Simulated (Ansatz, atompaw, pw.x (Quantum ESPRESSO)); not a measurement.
Equation-of-state test of one PAW (atompaw) potential (lead (Pb))

Pb, PAW, made with atompaw 4.2.0.5 (PBE, scalar-relativistic). Core [Xe] 4f14 5d10, reference 6s1.5 6p2.5. Waves: 6s (bound): rc 2.96 bohr; 6s channel at 2.3 Ry: rc 2.00 bohr; 6p (bound): rc 2.96 bohr; 6p channel at 0.9 Ry: rc 2.96 bohr. Local part: bessel scheme, radius 2.56 bohr. Core correction: smooth core density matched at 2.22 bohr. Augmentation charge: besselshape compensation charge, radius 2.68 bohr; PAW radius 2.96 bohr; waves and projectors: custom rrkj gramschmidtortho.

Atomic tests: cutoffs needed: 6 Ry and 8 Ry (the cutoffs (Ry, on a coarse ladder) from which the occupation-weighted sum of valence levels, in a spherical-Bessel basis at the reference potential, stays within 10 and 1 mRy of its value at 400 Ry); ghost test: no extra level below or beside the all-electron valence levels (s, p, d, f tested) (spherical-Bessel basis up to 400 Ry, 20 bohr box); lowest eigenvalue of the overlap operator: 0.51 (s channel).

Crystal test: sc Pb in pw.x 7.5, no spin, 10³ k-points, Fermi–Dirac smearing 0.01 Ry, cutoffs 40/400 Ry. The reference is all-electron LAPW (Ansatz 0.2.0) with the same functional, mesh and smearing; V0 and B0 come from Birch–Murnaghan fits to the pressures at five volumes. Errors are pseudo minus all-electron; Δ is the rms difference of the E(V) curves that follow from these fits, minima aligned, over ±6 % about the mean V0. Mesh and smearing are coarse, so the numbers serve the comparison and aren't converged zero-temperature values; the lattice is a test structure that the element need not adopt.

All-electron: a0 = 3.254 Å (V0 = 34.44 Å³/atom), B0 = 34.9 GPa.

**Question.** How far does the potential miss the all-electron equation of state?

**Answer.** mean pressure error (GPa): -7.61. The pressure does not cross zero within the volumes sampled, so no fit is given. This is a poor potential for the solid.

```json
{"V (Å³/atom)": "32.825", "P all-electron (GPa)": "1.89", "P pseudo (GPa)": "-7.21"}
{"V (Å³/atom)": "33.689", "P all-electron (GPa)": "0.81", "P pseudo (GPa)": "-7.46"}
{"V (Å³/atom)": "34.553", "P all-electron (GPa)": "-0.11", "P pseudo (GPa)": "-7.65"}
{"V (Å³/atom)": "35.417", "P all-electron (GPa)": "-0.91", "P pseudo (GPa)": "-7.79"}
{"V (Å³/atom)": "36.281", "P all-electron (GPa)": "-1.60", "P pseudo (GPa)": "-7.89"}
```

**Question.** At the middle volume, how do free energy and pressure move when the wave cutoff is lowered (ecutrho held at 400 Ry)?

**Answer.**

| cutoff (Ry) | shift of F (meV/atom) | shift of P (GPa) |
| --- | --- | --- |
| 18 | +0.3 | -0.00 |
| 24 | +0.2 | +0.00 |
| 32 | +0.0 | +0.00 |

The run at the middle volume (56 k-points, 5 iterations) took about 5.2 s on one core of a shared host (Intel(R) Xeon(R) Platinum 8259CL CPU @ 2.50GHz, 96 threads, 755 GiB, load 40).
